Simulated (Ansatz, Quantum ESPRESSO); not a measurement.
# H₂ in line between two Pt chains: ballistic transmission, part 2 of 4

Aim: the zero-bias transmission with pwcond for this junction: H₂ in line between two Pt chains.

Quantum ESPRESSO 7.5; plane-wave DFT, PBE, GBRV ultrasoft pseudopotentials; cross-check by Ansatz 0.2.0 with PAW datasets.

So far. Step 2 (SCF with pw.x): The run needed 24 iterations to bring the estimated error under 1e-07 Ry; the largest force on any atom, held or free, is 4.55 eV/Å.

### Step 3. Transmission with pwcond.x

Level of this step: transmission by pwcond, lead and junction from one cell; plane-wave DFT, PBE, GBRV ultrasoft pseudopotentials (Quantum ESPRESSO).

prefixt takes both regions from one run: the lead from 0 to bdl, the scattering region from bdl to bds (units of alat). ikind = 1 puts the same lead on both sides. The program's T_tot counts both spins in a run without spin; the tables below give T per spin.

cond.in

```
&inputcond
  outdir = './out'
  prefixt = 'scf'
  tran_file = 'cond.dat'
  bdl = 0.6400000000
  bds = 4.6607466667
  ikind = 1
  ewind = 4.0
  epsproj = 1e-05
  nz1 = 7
  energy0 = 2.0
  denergy = -0.1
/
1
  0.00000000 0.00000000 1.00000000
41
```

Command:

```sh
OMP_NUM_THREADS=1 mpirun -n 8 pwcond.x -in cond.in > cond.out
```

Log:

```text
[banner, memory and clock lines left out]
Program PWCOND v.7.5 starts

          URL

     ./out/scf.save/

     IMPORTANT: XC functional enforced from input :
     Exchange-correlation= PBE
                           (   1   4   3   4   0   0   0)
     Any further DFT definition will be discarded
     Please, verify this is what you really want

     negative rho (up, down):  2.513E+00 0.000E+00
     Reading collected, re-writing distributed wavefunctions

===== INPUT FILE containing all the regions =====

     GEOMETRY:

     lattice parameter (alat)  =      14.1729  a.u.
     the volume                =   13268.9296 (a.u.)^3
     the cross section         =     200.8724 (a.u.)^2
     l of the unit cell        =       4.6607 (alat)
     number of atoms/cell      =           16
     number of atomic types    =            2

     crystal axes: (cart. coord. in units of alat)
               a(1) = (  1.0000  0.0000  0.0000 )
               a(2) = (  0.0000  1.0000  0.0000 )
               a(3) = (  0.0000  0.0000  4.6607 )

   Cartesian axes

     site n.     atom                  positions (alat units)
          1        Pt     tau(  1)=(  0.5000  0.5000  4.6607  )
          2        Pt     tau(  2)=(  0.5000  0.5000  0.3200  )
          3        Pt     tau(  3)=(  0.5000  0.5000  0.6400  )
          4        Pt     tau(  4)=(  0.5000  0.5000  0.9600  )
          5        Pt     tau(  5)=(  0.5000  0.5000  1.2800  )
          6        Pt     tau(  6)=(  0.5000  0.5000  1.6000  )
          7        Pt     tau(  7)=(  0.5000  0.5000  1.9200  )
          8        H      tau(  8)=(  0.5000  0.5000  2.1137  )
          9        H      tau(  9)=(  0.5000  0.5000  2.2270  )
         10        Pt     tau( 10)=(  0.5000  0.5000  2.4207  )
         11        Pt     tau( 11)=(  0.5000  0.5000  2.7407  )
         12        Pt     tau( 12)=(  0.5000  0.5000  3.0607  )
         13        Pt     tau( 13)=(  0.5000  0.5000  3.3807  )
         14        Pt     tau( 14)=(  0.5000  0.5000  3.7007  )
         15        Pt     tau( 15)=(  0.5000  0.5000  4.0207  )
         16        Pt     tau( 16)=(  0.5000  0.5000  4.3407  )

     nr1s                      =           54
     nr2s                      =           54
     nr3s                      =          250
     nr1sx                     =           54
     nr2sx                     =           54
     nr3sx                     =          250
     nr1                       =           60
     nr2                       =           60
     nr3                       =          288
     nr1x                      =           60
     nr2x                      =           60
     nr3x                      =          288

 _______________________________
  Radii of nonlocal spheres:

     type       ibeta     ang. mom.          radius (alat units)
       Pt         1         0                    0.1753
       Pt         2         0                    0.1753
       Pt         3         1                    0.1753
       Pt         4         1                    0.1753
       Pt         5         2                    0.1753
       Pt         6         2                    0.1753
       H          1         0                    0.0848
       H          2         0                    0.0848
----- General information -----

--- T calc. with identical leads (ikind=1) ---

     nrx                       =           54
     nry                       =           54
     nz1                       =            7

     energy0               =         2.0E+00
     denergy               =        -1.0E-01
     nenergy               =         41
     ecut2d                =         3.4E+01
     ewind                 =         4.0E+00
     epsproj               =         1.0E-05

     number of k_|| points=    1
                       cryst. coord.
        k(    1) = (   0.0000000   0.0000000), wk =   1.0000000
----- Information about left/right lead -----

     nocros                   =           18
     noins                    =           18
     norb                     =           54
     norbf                    =          238
     nrz                      =           34

      iorb      type   ibeta   ang. mom.   m       position (alat)
        1        1       1        0        1   taunew(   1)=(  0.5000  0.5000  0.0000)
        2        1       2        0        1   taunew(   2)=(  0.5000  0.5000  0.0000)
        3        1       3        1        1   taunew(   3)=(  0.5000  0.5000  0.0000)
        4        1       3        1        2   taunew(   4)=(  0.5000  0.5000  0.0000)
        5        1       3        1        3   taunew(   5)=(  0.5000  0.5000  0.0000)
        6        1       4        1        1   taunew(   6)=(  0.5000  0.5000  0.0000)
        7        1       4        1        2   taunew(   7)=(  0.5000  0.5000  0.0000)
        8        1       4        1        3   taunew(   8)=(  0.5000  0.5000  0.0000)
        9        1       5        2        1   taunew(   9)=(  0.5000  0.5000  0.0000)
       10        1       5        2        2   taunew(  10)=(  0.5000  0.5000  0.0000)
       11        1       5        2        3   taunew(  11)=(  0.5000  0.5000  0.0000)
       12        1       5        2        4   taunew(  12)=(  0.5000  0.5000  0.0000)
       13        1       5        2        5   taunew(  13)=(  0.5000  0.5000  0.0000)
       14        1       6        2        1   taunew(  14)=(  0.5000  0.5000  0.0000)
       15        1       6        2        2   taunew(  15)=(  0.5000  0.5000  0.0000)
       16        1       6        2        3   taunew(  16)=(  0.5000  0.5000  0.0000)
       17        1       6        2        4   taunew(  17)=(  0.5000  0.5000  0.0000)
       18        1       6        2        5   taunew(  18)=(  0.5000  0.5000  0.0000)
       19        1       1        0        1   taunew(  19)=(  0.5000  0.5000  0.3200)
       20        1       2        0        1   taunew(  20)=(  0.5000  0.5000  0.3200)
       21        1       3        1        1   taunew(  21)=(  0.5000  0.5000  0.3200)
       22        1       3        1        2   taunew(  22)=(  0.5000  0.5000  0.3200)
       23        1       3        1        3   taunew(  23)=(  0.5000  0.5000  0.3200)
       24        1       4        1        1   taunew(  24)=(  0.5000  0.5000  0.3200)
       25        1       4        1        2   taunew(  25)=(  0.5000  0.5000  0.3200)
       26        1       4        1        3   taunew(  26)=(  0.5000  0.5000  0.3200)
       27        1       5        2        1   taunew(  27)=(  0.5000  0.5000  0.3200)
       28        1       5        2        2   taunew(  28)=(  0.5000  0.5000  0.3200)
[...]
229        1       5        2        1   taunew( 229)=(  0.5000  0.5000  4.0207)
      230        1       5        2        2   taunew( 230)=(  0.5000  0.5000  4.0207)
      231        1       5        2        3   taunew( 231)=(  0.5000  0.5000  4.0207)
      232        1       5        2        4   taunew( 232)=(  0.5000  0.5000  4.0207)
      233        1       5        2        5   taunew( 233)=(  0.5000  0.5000  4.0207)
      234        1       6        2        1   taunew( 234)=(  0.5000  0.5000  4.0207)
      235        1       6        2        2   taunew( 235)=(  0.5000  0.5000  4.0207)
      236        1       6        2        3   taunew( 236)=(  0.5000  0.5000  4.0207)
      237        1       6        2        4   taunew( 237)=(  0.5000  0.5000  4.0207)
      238        1       6        2        5   taunew( 238)=(  0.5000  0.5000  4.0207)
 ngper, shell number =          545          70
 ngper, n2d =          545         155
---  E-Ef =    2.0000000  k =    0.0000000   0.0000000
---  ie =          1  ik =          1
 Nchannels of the left tip =            1
 Right moving states:
   k1(2pi/a)   k2(2pi/a)   E-Ef (eV)
  -0.2472647   0.0000295   2.0000000
 Left moving states:
   k1(2pi/a)   k2(2pi/a)   E-Ef (eV)
   0.2472647   0.0000295   2.0000000

 to transmit
 Band j to band i transmissions and reflections:
    j         i     |T_ij|^2    |R_ij|^2

    1 -->     1     0.96848     0.03152
   Total T_j, R_j =    0.96848  0.03152

E-Ef(ev), T(x2 spins) =    2.0000000   1.9369651
---  E-Ef =    1.9000000  k =    0.0000000   0.0000000
---  ie =          2  ik =          1
 Nchannels of the left tip =            1
 Right moving states:
   k1(2pi/a)   k2(2pi/a)   E-Ef (eV)
  -0.2537597   0.0000303   1.9000000
 Left moving states:
   k1(2pi/a)   k2(2pi/a)   E-Ef (eV)
   0.2537597   0.0000303   1.9000000

 to transmit
 Band j to band i transmissions and reflections:
    j         i     |T_ij|^2    |R_ij|^2

    1 -->     1     0.96365     0.03636
   Total T_j, R_j =    0.96365  0.03636

E-Ef(ev), T(x2 spins) =    1.9000000   1.9272907
---  E-Ef =    1.8000000  k =    0.0000000   0.0000000
---  ie =          3  ik =          1
 Nchannels of the left tip =            1
 Right moving states:
   k1(2pi/a)   k2(2pi/a)   E-Ef (eV)
  -0.2603126   0.0000311   1.8000000
 Left moving states:
   k1(2pi/a)   k2(2pi/a)   E-Ef (eV)
   0.2603126   0.0000311   1.8000000

 to transmit
 Band j to band i transmissions and reflections:
    j         i     |T_ij|^2    |R_ij|^2

    1 -->     1     0.95766     0.04234
   Total T_j, R_j =    0.95766  0.04234

E-Ef(ev), T(x2 spins) =    1.8000000   1.9153231
[... further energies and points left out ...]
---  E-Ef =   -1.8000000  k =    0.0000000   0.0000000
---  ie =         39  ik =          1
 Nchannels of the left tip =            3
 Right moving states:
   k1(2pi/a)   k2(2pi/a)   E-Ef (eV)
  -0.4277032  -0.0000058  -1.8000000
  -0.4578887   0.0000029  -1.8000000
  -0.4578887   0.0000029  -1.8000000
 Left moving states:
   k1(2pi/a)   k2(2pi/a)   E-Ef (eV)
   0.4277033  -0.0000058  -1.8000000
   0.4578887   0.0000029  -1.8000000
   0.4578887   0.0000029  -1.8000000

 to transmit
 Band j to band i transmissions and reflections:
    j         i     |T_ij|^2    |R_ij|^2

    1 -->     1     0.97573     0.02427
    1 -->     2     0.00000     0.00000
    1 -->     3     0.00000     0.00000
   Total T_j, R_j =    0.97573  0.02427

    2 -->     1     0.00000     0.00000
    2 -->     2     0.04754     0.00078
    2 -->     3     0.00000     0.95169
   Total T_j, R_j =    0.04754  0.95246

    3 -->     1     0.00000     0.00000
    3 -->     2     0.00000     0.95169
    3 -->     3     0.04754     0.00078
   Total T_j, R_j =    0.04754  0.95246

E-Ef(ev), T(x2 spins) =   -1.8000000   2.1415995
---  E-Ef =   -1.9000000  k =    0.0000000   0.0000000
---  ie =         40  ik =          1
 Nchannels of the left tip =            3
 Right moving states:
   k1(2pi/a)   k2(2pi/a)   E-Ef (eV)
  -0.4355852  -0.0000047  -1.9000000
  -0.4729723   0.0000028  -1.9000000
  -0.4729723   0.0000028  -1.9000000
 Left moving states:
   k1(2pi/a)   k2(2pi/a)   E-Ef (eV)
   0.4355852  -0.0000047  -1.9000000
   0.4729723   0.0000028  -1.9000000
   0.4729723   0.0000028  -1.9000000

 to transmit
 Band j to band i transmissions and reflections:
    j         i     |T_ij|^2    |R_ij|^2

    1 -->     1     0.97675     0.02325
    1 -->     2     0.00000     0.00000
    1 -->     3     0.00000     0.00000
   Total T_j, R_j =    0.97675  0.02325

    2 -->     1     0.00000     0.00000
    2 -->     2     0.04211     0.00057
    2 -->     3     0.00000     0.95732
   Total T_j, R_j =    0.04211  0.95789

    3 -->     1     0.00000     0.00000
    3 -->     2     0.00000     0.95732
    3 -->     3     0.04211     0.00057
   Total T_j, R_j =    0.04211  0.95789

E-Ef(ev), T(x2 spins) =   -1.9000000   2.1219346
---  E-Ef =   -2.0000000  k =    0.0000000   0.0000000
---  ie =         41  ik =          1
 Nchannels of the left tip =            3
 Right moving states:
   k1(2pi/a)   k2(2pi/a)   E-Ef (eV)
  -0.4433751  -0.0000036  -2.0000000
  -0.4883165   0.0000028  -2.0000000
  -0.4883165   0.0000028  -2.0000000
 Left moving states:
   k1(2pi/a)   k2(2pi/a)   E-Ef (eV)
   0.4433751  -0.0000036  -2.0000000
   0.4883165   0.0000028  -2.0000000
   0.4883165   0.0000028  -2.0000000

 to transmit
 Band j to band i transmissions and reflections:
    j         i     |T_ij|^2    |R_ij|^2

    1 -->     1     0.97825     0.02175
    1 -->     2     0.00000     0.00000
    1 -->     3     0.00000     0.00000
   Total T_j, R_j =    0.97825  0.02175

    2 -->     1     0.00000     0.00000
    2 -->     2     0.03525     0.00046
    2 -->     3     0.00000     0.96428
   Total T_j, R_j =    0.03525  0.96475

    3 -->     1     0.00000     0.00000
    3 -->     2     0.00000     0.96428
    3 -->     3     0.03525     0.00046
   Total T_j, R_j =    0.03525  0.96475

E-Ef(ev), T(x2 spins) =   -2.0000000   2.0975141
   T_tot     2.00000      0.19370E+01
   T_tot     1.90000      0.19273E+01
   T_tot     1.80000      0.19153E+01
   T_tot     1.70000      0.19006E+01
   T_tot     1.60000      0.18824E+01
   T_tot     1.50000      0.18600E+01
   T_tot     1.40000      0.18325E+01
   T_tot     1.30000      0.17987E+01
   T_tot     1.20000      0.17571E+01
   T_tot     1.10000      0.17061E+01
   T_tot     1.00000      0.16440E+01
   T_tot     0.90000      0.15689E+01
   T_tot     0.80000      0.14793E+01
   T_tot     0.70000      0.14348E+01
   T_tot     0.60000      0.14418E+01
   T_tot     0.50000      0.14316E+01
   T_tot     0.40000      0.13987E+01
   T_tot     0.30000      0.14253E+01
   T_tot     0.20000      0.25326E+01
   T_tot     0.10000      0.28126E+01
   T_tot    -0.00000      0.28284E+01
   T_tot    -0.10000      0.27623E+01
   T_tot    -0.20000      0.27060E+01
   T_tot    -0.30000      0.26481E+01
   T_tot    -0.40000      0.25799E+01
   T_tot    -0.50000      0.25156E+01
   T_tot    -0.60000      0.24588E+01
   T_tot    -0.70000      0.24116E+01
   T_tot    -0.80000      0.23738E+01
   T_tot    -0.90000      0.23396E+01
   T_tot    -1.00000      0.23131E+01
   T_tot    -1.10000      0.22772E+01
   T_tot    -1.20000      0.22538E+01
   T_tot    -1.30000      0.22315E+01
   T_tot    -1.40000      0.22104E+01
   T_tot    -1.50000      0.21915E+01
   T_tot    -1.60000      0.21740E+01
   T_tot    -1.70000      0.21588E+01
   T_tot    -1.80000      0.21416E+01
   T_tot    -1.90000      0.21219E+01
   T_tot    -2.00000      0.20975E+01

Note: The following floating-point exceptions are signalling: IEEE_UNDERFLOW_FLAG
Note: The following floating-point exceptions are signalling: IEEE_UNDERFLOW_FLAG
Note: The following floating-point exceptions are signalling: IEEE_UNDERFLOW_FLAG
Note: The following floating-point exceptions are signalling: IEEE_UNDERFLOW_FLAG
Note: The following floating-point exceptions are signalling: IEEE_UNDERFLOW_FLAG
Note: The following floating-point exceptions are signalling: IEEE_UNDERFLOW_FLAG
Note: The following floating-point exceptions are signalling: IEEE_UNDERFLOW_FLAG
Note: The following floating-point exceptions are signalling: IEEE_UNDERFLOW_FLAG
```

It took 2.5 min on 8 MPI ranks of Arm Neoverse V2, shared host; peak memory 0.91 GiB.

Read from the output:

```
lead channels at the Fermi level, one spin : 4
transmission at the Fermi level, one spin  : 1.414
conductance                                : 1.414 G₀
```

Per spin. Open channels against energy, zero at the Fermi level:

energy (eV), open channels and a bar from the least value:
```
    -2.00       3.00 ############
    -1.80       3.00 ############
    -1.60       4.00 ##################
    -1.40       6.00 ##############################
    -1.20       6.00 ##############################
    -1.00       6.00 ##############################
    -0.90       6.00 ##############################
    -0.70       6.00 ##############################
    -0.50       6.00 ##############################
    -0.30       4.00 ##################
    -0.10       4.00 ##################
     0.00       4.00 ##################
     0.10       4.00 ##################
     0.30       3.00 ############
     0.50       3.00 ############
     0.70       3.00 ############
     0.90       1.00 
     1.00       1.00 
     1.20       1.00 
     1.40       1.00 
     1.60       1.00 
     1.80       1.00 
     2.00       1.00
```

Per spin. Transmission against energy, zero at the Fermi level:

```tsv
energy (eV)	transmission
-2.00	1.05
-1.90	1.06
-1.80	1.07
-1.70	1.08
-1.60	1.09
-1.50	1.10
-1.40	1.11
-1.20	1.13
-1.10	1.14
-1.00	1.16
-0.90	1.17
-0.80	1.19
-0.70	1.21
-0.60	1.23
-0.50	1.26
-0.40	1.29
-0.30	1.32
-0.20	1.35
-0.10	1.38
0.00	1.41
0.10	1.41
0.20	1.27
0.30	0.713
0.40	0.699
0.50	0.716
0.60	0.721
0.70	0.717
0.80	0.740
0.90	0.784
1.00	0.822
1.10	0.853
1.20	0.879
1.40	0.916
1.50	0.930
1.60	0.941
1.70	0.950
1.80	0.958
1.90	0.964
2.00	0.968
```

The run is unpolarised; a magnetic state was not tried, may lie lower and would change T.

At no point does T exceed the number of channels.

[end of part 2 of 4]

[Logs are printed without paths, hosts, clocks, repeated set-up lines and the standing remarks that a program may print on its own settings, such as how far it seeks lower states.]

[Hosts, paths, dates, database ids (printed as entryN), source tags and the programs' standing remarks are cut or masked in the printed files.]

[Maps of the electrostatic potential energy from Ansatz leave out the sawtooth potential of an applied field or a dipole correction, so their vacuum need not be flat; planar profiles and work functions include it.]
